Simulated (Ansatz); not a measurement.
WS2: ³³S NMR of the central transition

Cell: an entry of the Crystallography Open Database (COD), ions relaxed with PBE at fixed cell.

```yaml
crystal:
  lattice:
    - [1.57900, 0.91164, 6.16333]
    - [-1.57900, 0.91164, 6.16333]
    - [0.00000, -1.82327, 6.16333]
  atoms:
    - { symbol: W, position: [0.00066, 0.00066, 0.00066] }
    - { symbol: S, position: [0.24886, 0.24886, 0.24886] }
    - { symbol: S, position: [0.41917, 0.41917, 0.41917] }
```

Atoms are numbered from 1 in the order listed; like atoms form one site, named after its first atom.

The numbers come from a DFT calculation in Ansatz (r2SCAN, plane waves and PAW, scalar-relativistic, collinear spin, 500 eV cutoff, Γ-centred 16×16×16 k-points, Fermi–Dirac smearing 0.02 eV). Start moments as typed (μB): 2 on each W, none on the rest.

³³S has I = 3/2 and Q = -69.40 mb (Pyykkö 2018); at 14.1 T its Larmor frequency is ν₀ = 46.1 MHz. Only the quadrupole interaction is simulated: positions count from each site's isotropic chemical shift, and shift anisotropy, dipolar and J coupling are left out.

Question: What does the ³³S spectrum (static powder) show for each site?

Answer: 

```tsv
site	first shell	C_Q (MHz)	η	P_Q (MHz)	δ_QIS (ppm)	breadth (kHz)
S2	3 W at 2.41 Å; also 7 S at 3.15–3.16 Å	7.55	0.00	7.55	-670	161
S3	3 W at 2.41 Å; also 7 S at 3.15–3.16 Å	7.24	0.00	7.24	-615	148
```

δ_QIS = −(ν_Q²/30ν₀²)[I(I+1) − 3/4](1 + η²/3) × 10⁶ ppm with ν_Q = 3|C_Q|/[2I(2I−1)]; it falls as 1/B₀² in ppm, and the breadth as 1/B₀ in kHz.

An axis of threefold or higher order runs through S2 and S3, so V_zz lies along it and η is zero.

The largest force is 0.3 eV/Å, so the atoms aren't at the calculated equilibrium and relaxing them would move these values. The program didn't check the stability of this electronic state in full, so a lower one may lie near. Without spin–orbit coupling the gradients at and beside W can be off by some per cent, at some sites by more. The start moments die out, and the run ends without spin.
